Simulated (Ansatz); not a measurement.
H: a vibration from a frozen displacement

All numbers below come from Ansatz 0.2.0, DFT PBE, scalar-relativistic, plane waves, PAW. Settings: plane waves to 420 eV, k-mesh 6×6×6 (Γ-centred), Gaussian smearing 0.05 eV. No spin polarisation. Energies are free energies at this smearing, counted from the undisturbed cell; pressure is positive in compression.

Zero of the scan (relaxed at this level; it needn't be the usual structure):

```
CELL_PARAMETERS angstrom
3.70974 -3.70974 0.00000
3.70974 3.70974 0.00000
-3.70974 0.00000 4.57113
ATOMIC_POSITIONS crystal
H 0.45895 0.45895 0.91789
H 0.20895 0.70895 0.41789
H 0.95895 0.95895 0.91789
H 0.70895 0.20895 0.41789
H 0.04105 0.04105 0.08211
H 0.79105 0.29105 0.58211
H 0.54105 0.54105 0.08211
H 0.29105 0.79105 0.58211
```

The cell holds molecules and no dispersion correction was added, so their binding is poorly described.

Atom 1 (H) is moved by x along the Cartesian unit vector (0.577, 0.577, 0.577); the cell and all other atoms stay fixed. The cell's volume is 125.82 Å³; the moved atoms weigh 1.008 u together and the others 7.056 u.

```csv
x (Å),ΔE (meV/cell),total force on the moved atoms along the move (eV/Å),pressure (GPa)
-0.2000,227.01,2.1889,-1.1132
-0.1500,129.60,1.6981,-0.8624
-0.1000,58.04,1.1568,-0.5893
-0.0500,14.48,0.5817,-0.2963
0.0000,0.00,-0.0013,0.0127
0.0500,14.15,-0.5567,0.3314
0.1000,54.48,-1.0406,0.6517
0.1500,116.21,-1.4042,0.9636
0.1750,152.93,-1.5262,1.1127
0.2000,192.13,-1.6015,1.2552
```

Task: What frequency belongs to this motion?

Result: The force constant is k = −dF/dx = 11.384 eV/Å², from the parabola through x = -0.0500, 0 and 0.0500. In every cell the moved atoms swing against the rest, so the mass is μ = m₁m₂/(m₁ + m₂) = 0.882 u, and ν̃ = 521.5 cm⁻¹ × √(|k|/μ) = 1873 cm⁻¹. The pattern needn't be a normal mode: ν̃² is then a weighted mean of the squared nonzero frequencies at the zone centre of this cell, taken without macroscopic field, so it lies between the lowest and the highest of them.

Task: How far does the harmonic law reach?

Result: At x = -0.200 Å, kx²/2 = 227.68 meV against the computed 227.01 meV (-0.3 %): the well is still close to harmonic there.

Cost: 10 runs of about 1.1 core-minutes in all, on Arm Neoverse V1 (shared hosts).